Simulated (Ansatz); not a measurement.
# A hole started on one Cl atom in KCl (Fm-3m)

Aim: find out whether an added hole stays on one Cl atom in KCl (Fm-3m) by distorting the lattice there, how its energy compares with the band edge, and how the answer depends on the level of theory. The model is a cell of 128 host atoms.

Calculated with Ansatz 0.2.0; plane-wave PAW DFT, PBE0 form with 0.4 exact exchange; relaxation of all atoms of a supercell at fixed charge in a uniform background.

Most raw output is cut from this account.

In doubt: the hybrid run may have settled on a false gap or state (step 2), so the values of those runs are not to be relied on; a hybrid run on one k-point (steps 2, 4), which bears on gaps, levels and energies.

## (1) Set-up

The cell holds 128 atoms: 64 K and 64 Cl. Cell: a = 17.658 Å, b = 17.658 Å, c = 17.658 Å, α = 60.0°, β = 60.0°, γ = 60.0°. It derives from KCl (space group Fm-3m). Nearest the centre at fractional (0.375, 0.625, 0.375): Cl52 at 0.00 Å, K61 at 3.32 Å, K85 at 3.32 Å, K91 at 3.32 Å, K59 at 3.32 Å, K83 at 3.32 Å, K53 at 3.32 Å, Cl22 at 4.41 Å. The cell carries charge +1.

The host's dielectric constants go in as inputs: 2.38 for the electrons alone, 5.25 with the ions, computed on the host (DFPT, PBEsol).

The cell's shortest repeat is 17.7 Å.

The centre named in tables marks the trial (one Cl atom), and distances without another origin count from it. The distances above are those of the displaced start.

## (2) Relaxation with the hole, PBE0 (α = 0.4)

A share of exact exchange removes much of the self-interaction that would spread the carrier over the cell. The share of exact exchange was chosen, not fitted; 1/ε∞ of the host is 0.42. A carrier doesn't trap itself from the perfect lattice, where equivalent sites compete, so the atoms around the trial site start displaced and the spin starts there. The total moment is locked to that of one carrier.

qp1_M1_trap.hrelax_smeared/input.yaml reads:

```yaml
crystal:
  lattice:
    - [0.0, 12.48592689, 12.48592689]
    - [12.48592689, 0.0, 12.48592689]
    - [12.48592689, 12.48592689, 0.0]
  atoms:
    - { symbol: K, position: [0.0, 0.0, 0.0] }
    - { symbol: Cl, position: [0.125, 0.125, 0.125] }
[... 11 atom lines left out ...]
    - { symbol: Cl, position: [0.125, 0.375, 0.625] }
[... 5 atom lines left out ...]
    - { symbol: Cl, position: [0.125, 0.625, 0.375] }
[... 1 atom line left out ...]
    - { symbol: Cl, position: [0.125, 0.625, 0.625] }
[... 3 atom lines left out ...]
    - { symbol: Cl, position: [0.125, 0.875, 0.125] }
[... 1 atom line left out ...]
    - { symbol: Cl, position: [0.125, 0.875, 0.375] }
    - { symbol: K, position: [0.0, 0.75, 0.5] }
    - { symbol: Cl, position: [0.125, 0.875, 0.625] }
[... 2 atom lines left out ...]
    - { symbol: K, position: [0.25, 0.0, 0.0] }
[... 1 atom line left out ...]
    - { symbol: K, position: [0.25, 0.0, 0.25] }
[... 8 atom lines left out ...]
    - { symbol: Cl, position: [0.375, 0.375, 0.375] }
    - { symbol: K, position: [0.25, 0.25, 0.5] }
    - { symbol: Cl, position: [0.375, 0.375, 0.625] }
    - { symbol: K, position: [0.25, 0.25, 0.75] }
[... 2 atom lines left out ...]
    - { symbol: Cl, position: [0.375, 0.625, 0.125] }
    - { symbol: K, position: [0.25, 0.5, 0.25] }
    - { symbol: Cl, position: [0.375, 0.625, 0.375], spin: 1.0 }
    - { symbol: K, position: [0.241991, 0.491991, 0.508009] }
    - { symbol: Cl, position: [0.375, 0.625, 0.625] }
    - { symbol: K, position: [0.25, 0.5, 0.75] }
[... 2 atom lines left out ...]
    - { symbol: Cl, position: [0.375, 0.875, 0.125] }
    - { symbol: K, position: [0.241991, 0.758009, 0.241991] }
    - { symbol: Cl, position: [0.375, 0.875, 0.375] }
    - { symbol: K, position: [0.241991, 0.758009, 0.508009] }
[... 3 atom lines left out ...]
    - { symbol: K, position: [0.5, 0.0, 0.0] }
[... 1 atom line left out ...]
    - { symbol: K, position: [0.5, 0.0, 0.25] }
[... 6 atom lines left out ...]
    - { symbol: Cl, position: [0.625, 0.375, 0.125] }
    - { symbol: K, position: [0.5, 0.25, 0.25] }
    - { symbol: Cl, position: [0.625, 0.375, 0.375] }
    - { symbol: K, position: [0.5, 0.25, 0.5] }
    - { symbol: Cl, position: [0.625, 0.375, 0.625] }
    - { symbol: K, position: [0.5, 0.25, 0.75] }
[... 2 atom lines left out ...]
    - { symbol: Cl, position: [0.625, 0.625, 0.125] }
    - { symbol: K, position: [0.508009, 0.491991, 0.241991] }
    - { symbol: Cl, position: [0.625, 0.625, 0.375] }
    - { symbol: K, position: [0.508009, 0.491991, 0.508009] }
[... 3 atom lines left out ...]
    - { symbol: K, position: [0.5, 0.75, 0.0] }
    - { symbol: Cl, position: [0.625, 0.875, 0.125] }
    - { symbol: K, position: [0.508009, 0.758009, 0.241991] }
[... 1 atom line left out ...]
    - { symbol: K, position: [0.5, 0.75, 0.5] }
[... 13 atom lines left out ...]
    - { symbol: K, position: [0.75, 0.25, 0.25] }
[... 1 atom line left out ...]
    - { symbol: K, position: [0.75, 0.25, 0.5] }
[... 3 atom lines left out ...]
    - { symbol: K, position: [0.75, 0.5, 0.0] }
[... 1 atom line left out ...]
    - { symbol: K, position: [0.75, 0.5, 0.25] }
[... 5 atom lines left out ...]
    - { symbol: K, position: [0.75, 0.75, 0.0] }
[... 1 atom line left out ...]
    - { symbol: K, position: [0.75, 0.75, 0.25] }
[... 4 atom lines left out ...]
    - { symbol: Cl, position: [0.875, 0.875, 0.875] }
  host:
    repeats: [4, 4, 4]
    atoms:
      - { symbol: K, position: [0.0, 0.0, 0.0] }
      - { symbol: Cl, position: [0.5, 0.5, 0.5] }
total_charge: 1
basis:
  ecutwfc: 420
  xc_grid: 2
hamiltonian:
  xc: { preset: pbe0, exx: 0.4 }
kpoints:
  mp_grid: { grid: [1, 1, 1] }
magnetization:
  spin_polarized: true
  initial_magnetization: 1
  spin_locking: { lock_magnetization: hard }
scf:
  occupations: { method: fermi_dirac, width: 0.01 }
  max_iter: 100
output:
  forces: true
  charged_corrections:
    epsilon: 2.38
    static_epsilon: 5.25
    defect_position: [0.375, 0.625, 0.375]
relax:
  f_tol: 0.03
  max_steps: 45
  random_displacement: { amplitude: 0.02, seed: 7169 }
checkpoint:
  write: "../qp1_M1_trap.hrelax_smeared.run"
  compress: false
  write_wavefunctions: true
  write_every: 100000
```

Command:

```sh
$ ansatz run input.yaml --threads 32 --pin off --max-ram 131891MiB --backend cuda --events-out ev --progress --plain --runs-dir out
```

The job ended after 8.9 min (1 × NVIDIA GB200 with 32 threads of Arm Neoverse V2, shared host; peak memory 5.6 GiB).

Relaxation path:

```tsv
step	energy less that of the first step (eV)	largest force component (eV/Å)
1	0.0000	0.1860
2	-0.2054	0.0898
3	-0.2389	0.0326
4	-0.2444	0.0210
5	-0.2468	0.0228
6	-0.2497	0.0599
7	-0.2614	0.1278
8	-0.3227	0.2831
9	-0.4953	0.4246
10	-0.7080	0.4071
11	-0.8369	0.0973
12	-0.8369	0.0959
13	-0.8557	0.0631
14	-0.8622	0.0172
15	-0.8622	0.0169
```

The atoms that moved most (Å, from the sites as typed, ahead of the random displacement):

```tsv
atom	dx	dy	dz	length
Cl52	-0.641	0.003	-0.638	0.905
Cl44	0.629	0.001	0.632	0.892
K83	-0.170	-0.001	0.362	0.400
K53	0.360	0.000	-0.164	0.395
K59	-0.067	0.136	-0.068	0.166
K85	-0.068	-0.135	-0.068	0.165
Cl74	-0.164	0.000	0.007	0.164
Cl14	0.007	0.000	-0.159	0.160
```

The moves above count from the input, in which the atoms at the trial site were already displaced.

Neighbours of the ideal centre at the end:

```tsv
atom	distance (Å)
Cl52	0.904
K59	3.187
K85	3.188
K91	3.239
K61	3.247
K53	3.504
K83	3.510
Cl44	3.522
```

Among the atoms that came to bonding distance: Cl44–Cl52 2.62 Å (from 4.41).

Largest moments: 0.42 μB on Cl52, 0.42 μB on Cl44 and 0.00 μB on K53. The sizes of the moments in the atoms' spheres add to about 0.8 μB, shared by 2.0 atoms in effect, 100 % of it within 3.2 Å of the largest: the carrier is localised at or next to the trial site.

## (3) The states that it is compared with

Its energy has a meaning only beside the cell without the carrier and the carrier left in the undistorted cell, under the same functional.

Times on 1 × NVIDIA GB200 with 32 threads of Arm Neoverse V2, shared host:

```tsv
charge	start	kind	largest moment on one atom (μB)	time
0	ideal sites	relaxation	-	17 s
+1	ideal sites	single point, state in doubt	0.02	55 s
```

Distances from Cl52, which holds the largest moment, without and with the hole:

```tsv
atom	without (Å)	with (Å)	change (Å)
Cl44	4.41	2.62	-1.79
K53	3.12	3.02	-0.10
K83	3.12	3.02	-0.10
K59	3.12	3.29	0.17
K91	3.12	3.92	0.80
K85	3.12	3.29	0.17
K61	3.12	3.93	0.81
```

The hole binds Cl52 and Cl44 into a pair, 4.41 Å apart without it and 2.62 Å with it.

## (4) States in the gap, PBE0 (α = 0.4)

A single point on the relaxed atoms asks for the levels and how far each is spread.

qp1_M1_trap.hyb/input.yaml reads:

```yaml
crystal:
  checkpoint: "../qp1_M1_trap.hrelax_smeared.run"
  host: checkpoint
total_charge: 1
basis:
  ecutwfc: 420
  xc_grid: 2
hamiltonian:
  xc: { preset: pbe0, exx: 0.4 }
kpoints:
  mp_grid: { grid: [1, 1, 1] }
magnetization:
  spin_polarized: true
  initial_magnetization: 1
  spin_locking: { lock_magnetization: hard }
scf:
  occupations: { method: fermi_dirac, width: 0.01 }
  max_iter: 100
output:
  forces: true
  charged_corrections:
    epsilon: 2.38
    static_epsilon: 5.25
    defect_position: [0.375, 0.625, 0.375]
  eigenvalues: true
  eigenstates: { localisation: true }
  efg: {}
checkpoint:
  read: "../qp1_M1_trap.hrelax_smeared.run"
  write: "../qp1_M1_trap.hyb.run"
  compress: false
  write_wavefunctions: true
  write_every: 100000
```

Wall time 35 s (1 × NVIDIA GB200 with 32 threads); peak memory 5.1 GiB; 4.8 min of CPU time.

From eigenstates.tsv, first k-point; energies on the run's zero. The participation number counts the atoms that a state is spread over, of 128; bands count from 0.

```tsv
spin	band	energy (eV)	occupation	participation	largest share on	share
down	505	-1.310	1.00	39.2	Cl110	0.04
down	506	-1.306	1.00	27.6	Cl32	0.06
down	507	-1.293	1.00	23.5	Cl32	0.07
down	508	-1.187	1.00	57.7	Cl128	0.03
down	509	-1.181	1.00	53.5	Cl72	0.03
down	510	-1.181	1.00	57.8	Cl2	0.02
down	511	2.717	0.00	2.2	Cl52	0.47
down	512	7.326	0.00	111.7	K91	0.02
down	513	8.368	0.00	38.5	Cl52	0.07
down	514	8.403	0.00	30.6	K45	0.07
down	515	8.628	0.00	68.5	K53	0.03
up	506	-1.310	1.00	39.1	Cl110	0.04
up	507	-1.306	1.00	27.6	Cl32	0.06
up	508	-1.293	1.00	23.4	Cl32	0.07
up	509	-1.187	1.00	57.5	Cl128	0.03
up	510	-1.181	1.00	57.7	Cl2	0.02
up	511	-1.181	1.00	53.8	Cl32	0.03
up	512	7.316	0.00	107.9	Cl52	0.02
up	513	8.278	0.00	26.0	K61	0.08
up	514	8.322	0.00	36.6	Cl44	0.07
up	515	8.618	0.00	67.0	K53	0.03
up	516	8.637	0.00	75.8	K51	0.03
```

Under PBE0 form with 0.4 exact exchange at the zone centre alone, the highest filled state is spin up, spread over 54 of 128 atoms, and the lowest empty one, 3.90 eV above it, is spin down, spread over 2 of 128 atoms.

The largest moments in the atoms' spheres: Cl52 0.42, Cl44 0.42, K53 0.00, K83 0.00, Cl36 0.00, Cl60 0.00 μB.

Contact couplings A = (2/3) μ0 ge μB gN μN ρs / (2S h), for each element's most abundant magnetic isotope:

```tsv
atom	isotope	distance from the centre (Å)	contact spin density (e/Å³)	A (MHz)
Cl44	35Cl	3.52	1.35	87.4
Cl52	35Cl	0.90	1.34	87.1
K53	39K	3.50	-0.0275	-0.9
K83	39K	3.51	-0.0274	-0.8
Cl76	35Cl	4.43	-0.00300	-0.2
Cl50	35Cl	4.43	-0.00297	-0.2
Cl46	35Cl	4.43	-0.00295	-0.2
Cl20	35Cl	4.43	-0.00294	-0.2
K77	39K	5.37	-0.00367	-0.1
K51	39K	5.37	-0.00363	-0.1
```

Uncorrected and at zero smearing, the relaxed cell lies 1.04 eV below the carrier in the undistorted cell.

This is not yet the binding energy: the image correction is missing, and with exact exchange at one k-point the spread carrier of the reference is itself shifted by a finite-cell term.

## (5) Placing the level against the band edges

A charged cell interacts with its images and has another zero of potential than the host, so place-levels corrects and aligns it with a run of the defect-free crystal.

levels.hyb.yaml reads:

```yaml
host:
  run: host.hyb.run
states: [qp1_M1_trap.hyb.run, q0_ideal.hyb.run]
geometry_from:
  qp1_M1_trap.hyb.run: qp1_M1_trap.hrelax_smeared.run
  q0_ideal.hyb.run: q0_ideal.hrelax.run
chemical_potentials: {}
```

Command:

```sh
$ ansatz place-levels levels.hyb.yaml -- --threads 32 --pin off --max-ram 131891MiB
```

Run time: 0.22 s. Hardware: 32 threads.

Counted from the neutral cell, this state lies 0.94 eV below a free hole at the valence top.

## (6) Koopmans check

With the atoms held, the hole is filled again. If the energy is linear in the filling of the trapped state, its one-particle level equals the difference of the two total energies; the miss tells whether the cure for self-interaction is too weak or too strong.

vertical.hyb.yaml reads:

```yaml
host:
  run: host.hyb.run
states: [qp1_M1_trap.hyb.run, q0_ideal.hyb.run]
geometry_from:
  qp1_M1_trap.hyb.run: qp1_M1_trap.hrelax_smeared.run
  q0_ideal.hyb.run: q0_ideal.hrelax.run
  qp1_M1_trap.hyb.at_q0.run: qp1_M1_trap.hrelax_smeared.run
chemical_potentials: {}
epsilon: 2.38
static_epsilon: 5.25
vertical:
  - { from: qp1_M1_trap.hyb.run, to: qp1_M1_trap.hyb.at_q0.run, alignment: { sites: { defect_position: [0.375, 0.625, 0.375] } } }
```

Command:

```sh
$ ansatz place-levels vertical.hyb.yaml -- --threads 32 --pin off --max-ram 131891MiB
```

Wall time 0.42 s (32 threads).

For the trial state:

```tsv
vertical level from total energies (eV)	its correction (eV)	one-particle level at charge +1 (eV)	at charge 0 (eV)
3.68	0.06	3.44	3.88
```

All above the valence top and corrected for the images. The level at charge +1 misses the vertical level by 0.24 eV, less than the image corrections that enter it (-0.50 eV on the one-particle level, 0.06 eV on the vertical one), so the test is rough.

## (7) Relaxing again with PBEsol

The relaxed structure is now handed to a plain semilocal functional and relaxed again, to see what is left without exact exchange or U. The start is the structure of PBE0 (α = 0.4).

qp1_M1_trap.semirelax/input.yaml, as its differences from qp1_M1_trap.hyb/input.yaml of step 4:

```diff
@@ -8,3 +8,3 @@
 hamiltonian:
-  xc: { preset: pbe0, exx: 0.4 }
+  xc: pbesol
 kpoints:
@@ -24,8 +24,9 @@
     defect_position: [0.375, 0.625, 0.375]
-  eigenvalues: true
-  eigenstates: { localisation: true }
-  efg: {}
+relax:
+  f_tol: 0.02
+  max_steps: 60
+  escape_saddle: false
 checkpoint:
   read: "../qp1_M1_trap.hrelax_smeared.run"
-  write: "../qp1_M1_trap.hyb.run"
+  write: "../qp1_M1_trap.semirelax.run"
   compress: false
```

Command:

```sh
$ ansatz run input.yaml --threads 32 --pin off --max-ram 131891MiB --backend cuda --events-out ev --progress --plain --runs-dir out
```

It took 7.5 s on 1 × NVIDIA GB200 with 32 threads; peak memory 4.3 GiB; 26 s of CPU time.

The relaxation took 3 steps and gained 0.01 eV.

From the single point at the end of this step. Largest moments: 0.40 μB on Cl52, 0.40 μB on Cl44 and 0.00 μB on Cl14. The sizes of the moments in the atoms' spheres add to about 0.8 μB, shared by 2.2 atoms in effect, 96 % of it within 3.2 Å of the largest: the carrier is localised at or next to the trial site.

Uncorrected, this state lies 0.48 eV above the carrier in the undistorted cell, so it isn't favoured at this level.

The energy against the free carrier goes from -0.94 eV (PBE0 (α = 0.4)) to 0.71 eV, and the gap from 8.59 to 5.10 eV.

## (8) Atoms held, PBE0 (α = 0.5)

With the atoms held, the share of exact exchange is changed, to see how the carrier and its level follow it.

qp1_M1_trap.hyb2/input.yaml, as its differences from qp1_M1_trap.semirelax/input.yaml of step 7:

```diff
@@ -8,3 +8,3 @@
 hamiltonian:
-  xc: pbesol
+  xc: { preset: pbe0, exx: 0.5 }
 kpoints:
@@ -24,9 +24,8 @@
     defect_position: [0.375, 0.625, 0.375]
-relax:
-  f_tol: 0.02
-  max_steps: 60
-  escape_saddle: false
+  eigenvalues: true
+  eigenstates: { localisation: true }
+  efg: {}
 checkpoint:
   read: "../qp1_M1_trap.hrelax_smeared.run"
-  write: "../qp1_M1_trap.semirelax.run"
+  write: "../qp1_M1_trap.hyb2.run"
   compress: false
```

Wall time 41 s (1 × NVIDIA GB200 with 32 threads); peak memory 5.1 GiB.

Largest moments: 0.43 μB on Cl52, 0.42 μB on Cl44 and 0.00 μB on K53. The sizes of the moments in the atoms' spheres add to about 0.9 μB, shared by 2.0 atoms in effect, 100 % of it within 3.2 Å of the largest: the carrier is localised at or next to the trial site.

The energy against the free carrier goes from -0.94 eV (PBE0 (α = 0.4)) to -1.42 eV, and the gap from 8.59 to 9.43 eV.

## (9) All levels of theory side by side

```tsv
level of theory	atoms	gap (eV)	atoms that share the moment	localised	energy against the free hole (eV)	Koopmans miss (eV)	time for the trial state
PBE0 (α = 0.4) †	relaxed	8.59	2.0	yes	-0.94	-0.24	9.5 min
PBEsol	relaxed	5.10	2.2	yes	0.71	-	14 s
PBE0 (α = 0.5) †	held	9.43	2.0	yes	-1.42	0.18	41 s
```

† Here the hybrid relaxation or its single point carries a warning about the state that it reached (a narrow gap in its semilocal warm-up or between frontier levels), so a lower state with the carrier may exist.

## (10) What came out

```
carrier localised (PBEsol)                          : yes
state found, lowest state in doubt (PBE0 (α = 0.4)) : localised
```

What this shows: With PBE0 (α = 0.4) the hole is localised, shared by Cl52 and Cl44, and lies 0.94 eV below the free carrier: a stable small polaron at this level. The hybrid relaxation or its single point carries a warning about the state that it reached (a narrow gap in its semilocal warm-up or between frontier levels), so a lower state with the carrier may exist; the numbers describe the state found. The hole binds Cl52 and Cl44 into a pair, 4.41 Å apart without it and 2.62 Å with it (PBE0 (α = 0.4)). It stays localised at every relaxed level of theory in the table, while the energy, each against its own band edge, runs from -0.94 to 0.71 eV. With PBEsol the localised state lies above the free carrier, so it is only metastable there. The Koopmans misses change sign among the settings checked, so a setting between them would meet the condition as computed. The Koopmans misses (0.24 eV with PBE0 (α = 0.4) and 0.18 eV with PBE0 (α = 0.5)) allow no firm verdict on self-interaction, since a miss is smaller than the correction that enters it. A relaxation step took 36 s with PBE0 (α = 0.4) and 2.5 s with PBEsol. The point with the carrier in the undistorted cell ran without the search for lower states. One trial site was relaxed, so another site or form can lie lower. Keep in mind: no wide search over starts, one cell size, no temperature.

[Logs are printed without paths, hosts, clocks, repeated set-up lines and the standing remarks that a program may print on its own settings, such as how far it seeks lower states.]

[Hosts, paths, dates, database ids (printed as entryN), source tags and the programs' standing remarks are cut or masked in the printed files.]

[For some hosts the program warned that the k-mesh of the response run may be too coarse for force constants and the static dielectric constant; such warnings are not shown here.]
